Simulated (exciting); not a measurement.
Set up this calculation in exciting (release sodium), as the native input.

```
Task                                     : single point
Functional                               : PBEsol
Potentials or basis                      : all-electron LAPW+lo, shipped species files, valence relativity iora*
rgkmax                                   : 9
k mesh                                   : 11 × 11 × 6
Occupations                              : fermi-dirac, width 0.05 eV
Spin                                     : no spin polarisation
gmaxvr (cutoff of density and potential) : 14 1/bohr
lmaxapw (and lmaxmat)                    : 10
lmaxvr                                   : 8
nempty                                   : 18
Valence relativity                       : iora*
epsengy                                  : 1e-05 Ha
epspot                                   : 1e-05 Ha
maxscl                                   : 60
Muffin-tin radii                         : Rh 2.3 bohr
```

The system is Rh.

```
Rh
1.0
     2.73098    0.00000    0.00000
    -1.36549    2.36510    0.00000
     0.00000    0.00000    4.42849
Rh
2
Direct
  0.33333 0.66667 0.25000
  0.66667 0.33333 0.75000
```

This isn't the form of Rh at room conditions, which is fcc.

The input as run:

input.xml

```xml
<input>
  <title>Rh</title>
  <structure speciespath="./" tshift="false">
    <crystal scale="1">
      <basevect>5.160802441851 0.000000000000 0.000000000000</basevect>
      <basevect>-2.580401220925 4.469386018654 0.000000000000</basevect>
      <basevect>0.000000000000 0.000000000000 8.368631355918</basevect>
    </crystal>
    <species speciesfile="Rh.xml" rmt="2.3">
      <atom coord="0.333333333300 0.666666666700 0.250000000000"/>
      <atom coord="0.666666666700 0.333333333300 0.750000000000"/>
    </species>
  </structure>
  <groundstate do="fromscratch" ngridk="11 11 6" rgkmax="9" gmaxvr="14" lmaxapw="10" lmaxmat="10" lmaxvr="8" xctype="GGA_PBE_SOL" stype="Fermi Dirac" swidth="0.00183747" nempty="18" ValenceRelativity="iora*" epsengy="1e-05" epspot="1e-05" maxscl="60" tforce="true" outputlevel="normal"/>
</input>
```

Potentials or basis: all-electron LAPW+lo, shipped species files, valence relativity iora*.

Command:

```console
$ OMP_NUM_THREADS=1 exciting_smp
```

It gave:

```yaml
Band_gap_on_the_k_mesh: none (metal or under the smearing width)
All_electrons_inside_the_program's_atomic_spheres: Rh 43.13 (radii Rh 2.3 bohr)
```

Caveat: the log's total energy holds no entropy term; the free energy is that total less TS from the occupations.

Wall time 95 s on 1 thread of Arm Neoverse V1 (shared host), peak memory 0.12 GiB.
